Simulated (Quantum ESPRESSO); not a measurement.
Ga under changes of volume

One of the cells (17.718 Å³/atom); the others are scaled copies at fixed shape and fractional positions:

```
Ga
1.0
    -1.38440    1.38440    2.31122
     1.38440   -1.38440    2.31122
     1.38440    1.38440   -2.31122
Ga
1
Direct
  0.00000 0.00000 0.00000
```

This isn't the form of Ga at room conditions, which is orthorhombic.

| Property | Result |
| --- | --- |
| Program | Quantum ESPRESSO 7.5 |
| Functional | PBEsol |
| Potentials or basis | GBRV 1.5 PBEsol |
| Cutoff | 762 eV |
| Density cutoff | 6095 eV |
| k mesh | 13 × 13 × 13 |
| Occupations | fermi-dirac, width 0.05 eV |
| Spin | no spin polarisation |

```csv
volume (Å³/atom),energy over the lowest point (meV/atom),pressure (GPa)
16.655,?,?
17.010,5.07,2.5
17.364,0.96,1.0
17.718,0.00,-0.3
18.073,1.81,-1.5
18.427,6.06,-2.4
18.781,12.39,-3.3
```

Task: What does the run at 16.655 Å³/atom give?

Result: Energy over the lowest point 12.70 meV/atom; pressure 4.2 GPa.

Worked out: A Birch-Murnaghan fit of order 3 (a polynomial in V^(-2/3)) to the other rows has its minimum at 17.66 Å³/atom with B0 = V·E''(V) = 64 GPa and B' = 5.7 at fixed shape and positions, which overstates the stiffness. It gives 12.83 meV/atom at 16.655 Å³/atom, against the run's 12.70, and -dE/dV = 4.4 GPa, against 4.2.

Energies are extrapolated to zero smearing.
